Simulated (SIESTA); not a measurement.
# BP under changes of volume

One of the cells (11.682 Å³/atom); the others are scaled copies at fixed shape and fractional positions:

```
P B
1.0
     0.00000    2.26900    2.26900
     2.26900    0.00000    2.26900
     2.26900    2.26900    0.00000
P B
1 1
Direct
  0.75000 0.75000 0.75000
  0.00000 0.00000 0.00000
```

```yaml
Program: SIESTA 5.4.2
Functional: PBE
Potentials_or_basis: PseudoDojo 0.4 standard (PBE files)
Basis: SZ (energy shift 0.003 Ry)
Grid_cutoff: 500 Ry
Energy_shift: 0.003 Ry
k_mesh: 10 × 10 × 10
Occupations: fermi-dirac, width 0.05 eV
Spin: no spin polarisation
```

```csv
volume (Å³/atom),energy over the lowest point (meV/atom),pressure (GPa),gap on the mesh (eV)
10.981,159.93,31.7,3.45
11.214,117.45,26.6,3.42
11.448,82.07,22.0,3.39
11.682,?,?,?
11.915,30.11,13.9,3.34
12.149,12.55,10.3,3.32
12.383,0.00,7.0,3.29
```

What does the run at 11.682 Å³/atom give?

Energy over the lowest point 53.13 meV/atom; pressure 17.8 GPa; gap on the mesh 3.36 eV.

Worked out: A Birch-Murnaghan fit of order 3 (a polynomial in V^(-2/3)) to the other rows has no minimum within the range. It gives 53.05 meV/atom at 11.682 Å³/atom, against the run's 53.13, and -dE/dV = 17.7 GPa, against 17.8. A straight line through the other rows of the gap, of slope -1.3 eV per unit of ln V, gives 3.37 eV, against the run's 3.36.

Energies are extrapolated to zero smearing.

Caveats: the basis has no polarisation orbitals; the basis of atomic orbitals isn't converged, which shifts pressures, moduli and gaps.

A mesh can miss the band edges.
